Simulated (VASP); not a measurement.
# Si: spectrum averaged over shifted meshes

Si, Fd-3m (no. 227), 2 atoms in the cell. PBE, BSE with a model dielectric function, averaged over shifted meshes; PAW potentials Si_GW (PBE set).

Shifts along each reciprocal axis: 3; k mesh of the G0W0 step: 4 × 4 × 4.

## Input

INCAR.step1:
```
SYSTEM = Si
PREC = Accurate
ENCUT = 250
ISMEAR = 0
SIGMA = 0.02
EDIFF = 1E-8
LASPH = .True.
KPAR = 4
LWAVE = .False.
LCHARG = .False.
LEPSILON = .True.
LRPA = .True.
```

INCAR.step2, as INCAR.step1 but for:
```
- LWAVE = .False.
- LEPSILON = .True.
- LRPA = .True.
+ LWAVE = .True.
```

INCAR.step3, as INCAR.step2 but for:
```
- EDIFF = 1E-8
+ EDIFF = 1E-7
+ ALGO = Exact
+ NELM = 1
+ LOPTICS = .True.
+ ISTART = 1
+ NBANDS = 64
+ NEDOS = 2000
```

INCAR.step4:
```
SYSTEM = Si
PREC = Accurate
ENCUT = 250
ISMEAR = 0
SIGMA = 0.02
LASPH = .True.
KPAR = 4
LWAVE = .True.
LCHARG = .False.
ALGO = EVGW0
NELMGW = 1
ISTART = 1
NBANDS = 64
ENCUTGW = 120
NOMEGA = 48
NBANDSGW = 20
PRECFOCK = Fast
```

INCAR.step5:
```
SYSTEM = Si
PREC = Accurate
ENCUT = 250
ISMEAR = 0
SIGMA = 0.02
EDIFF = 1E-7
LASPH = .True.
KPAR = 4
LWAVE = .True.
LCHARG = .False.
LOPTICS = .True.
LPEAD = .False.
ISYM = -1
NBANDS = 16
```

INCAR.step6:
```
SYSTEM = Si
PREC = Accurate
ENCUT = 250
ISMEAR = 0
SIGMA = 0.02
EDIFF = 1E-7
LASPH = .True.
KPAR = 4
LWAVE = .False.
LCHARG = .False.
ALGO = TDHF
NBANDS = 16
NBANDSO = 4
NBANDSV = 4
IBSE = 3
LHARTREE = .True.
LADDER = .True.
LFXC = .False.
LHFCALC = .True.
LMODELHF = .True.
AEXX = 0.0757
HFSCREEN = 1.26
SCISSOR = 0.433
ENCUTGW = 120
PRECFOCK = Fast
ANTIRES = 0
OMEGAMAX = 25
CSHIFT = 0.15
NOMEGA = 1000
ISTART = 1
ISYM = -1
BSEPREC = High
```

KPOINTS.step1:
```
k-points
0
Gamma
  8 8 8
```

KPOINTS.step2:
```
k-points
0
Gamma
  4 4 4
```

KPOINTS.step5:
```
Shifted mesh
0
Gamma
  6 6 6
  0.000000 0.000000 0.000000
```

KPOINTS.step7:
```
Shifted mesh
0
Gamma
  6 6 6
  0.333333 0.000000 0.000000
```

KPOINTS.step9:
```
Shifted mesh
0
Gamma
  6 6 6
  0.333333 0.333333 0.000000
```

KPOINTS.step11:
```
Shifted mesh
0
Gamma
  6 6 6
  -0.333333 0.333333 0.000000
```

POSCAR:
```
Si
1.0
    0.0000000000      2.7218511865      2.7218511865
    2.7218511865      0.0000000000      2.7218511865
    2.7218511865      2.7218511865      0.0000000000
Si
2
Direct
    0.5000000000      0.5000000000      0.5000000000
    0.7500000000      0.7500000000      0.7500000000
```

Commands (each step's output is kept before the next begins):
```
cat potpaw_PBE.64/Si_GW/POTCAR > POTCAR
cp INCAR.step1 INCAR
cp KPOINTS.step1 KPOINTS
mpirun -np 4 vasp_std > vasp.out
rm WAVECAR CHG
cp INCAR.step2 INCAR
cp KPOINTS.step2 KPOINTS
mpirun -np 4 vasp_std > vasp.out
cp INCAR.step3 INCAR
mpirun -np 4 vasp_std > vasp.out
cp INCAR.step4 INCAR
mpirun -np 4 vasp_std > vasp.out
rm W*.tmp WAVECAR CHG WAVEDER
cp INCAR.step5 INCAR
cp KPOINTS.step5 KPOINTS
mpirun -np 4 vasp_std > vasp.out
cp INCAR.step6 INCAR
mpirun -np 4 vasp_std > vasp.out
rm WAVECAR CHG WAVEDER
cp INCAR.step5 INCAR
cp KPOINTS.step7 KPOINTS
mpirun -np 4 vasp_std > vasp.out
cp INCAR.step6 INCAR
mpirun -np 4 vasp_std > vasp.out
rm WAVECAR CHG WAVEDER
cp INCAR.step5 INCAR
cp KPOINTS.step9 KPOINTS
mpirun -np 4 vasp_std > vasp.out
cp INCAR.step6 INCAR
mpirun -np 4 vasp_std > vasp.out
rm WAVECAR CHG WAVEDER
cp INCAR.step5 INCAR
cp KPOINTS.step11 KPOINTS
mpirun -np 4 vasp_std > vasp.out
cp INCAR.step6 INCAR
mpirun -np 4 vasp_std > vasp.out
```

## Result

- ε at zero frequency, electronic: 12.87
- Mean energy of the absorption, weighted by Im ε (eV): 4.52

One row for each shifted mesh, with its weight in the average:

| Settings | Weight | ε at zero frequency | Mean energy of the absorption, weighted by Im ε (eV) | Time (s) |
|---|---|---|---|---|
| shift 0/3 0/3 0/3 | 1 | 16.13 | 4.19 | 31 |
| shift 1/3 0/3 0/3 | 8 | 13.62 | 4.43 | 32 |
| shift 1/3 1/3 0/3 | 6 | 12.83 | 4.52 | 34 |
| shift -1/3 1/3 0/3 | 12 | 12.12 | 4.61 | 36 |

Dielectric function, mean of the diagonal:

| Energy (eV) | Real part | Imaginary part |
|---|---|---|
| 0.5 | 13.07 | 0.12 |
| 1.0 | 13.73 | 0.28 |
| 1.5 | 15.02 | 0.53 |
| 2.0 | 17.47 | 1.04 |
| 2.5 | 22.81 | 2.78 |
| 3.0 | 29.20 | 18.82 |
| 3.5 | 18.84 | 31.12 |
| 4.0 | -1.12 | 32.52 |
| 4.5 | -15.64 | 17.07 |
| 5.0 | -7.53 | 11.40 |
| 5.5 | -10.39 | 9.21 |
| 6.0 | -6.48 | 5.22 |
| 6.5 | -5.29 | 4.63 |
| 7.0 | -5.27 | 2.77 |
| 7.5 | -4.06 | 2.42 |
| 8.0 | -3.58 | 2.16 |
| 8.5 | -2.90 | 1.31 |
| 9.0 | -2.55 | 1.34 |
| 9.5 | -2.29 | 0.89 |
| 10.0 | -1.71 | 0.72 |
| 10.5 | -1.55 | 0.74 |
| 11.0 | -1.29 | 0.49 |
| 11.5 | -1.01 | 0.45 |
| 12.0 | -0.85 | 0.49 |

The mean energy covers the spectrum up to 12 eV.

AEXX = 0.0757 is one over the ε of the first step (13.2); SCISSOR = 0.433 eV is the gap of the G0W0 step less the Kohn-Sham gap.

Limits: The scissor comes from a small G0W0 step, so absolute energies aren't converged; the pairs hold 4 valence and 4 conduction bands, and what lies beyond is missing from ε.

VASP 6.6.1 took 231 s on 4 cores (Intel Xeon Platinum 8488C (Sapphire Rapids)), a shared host.
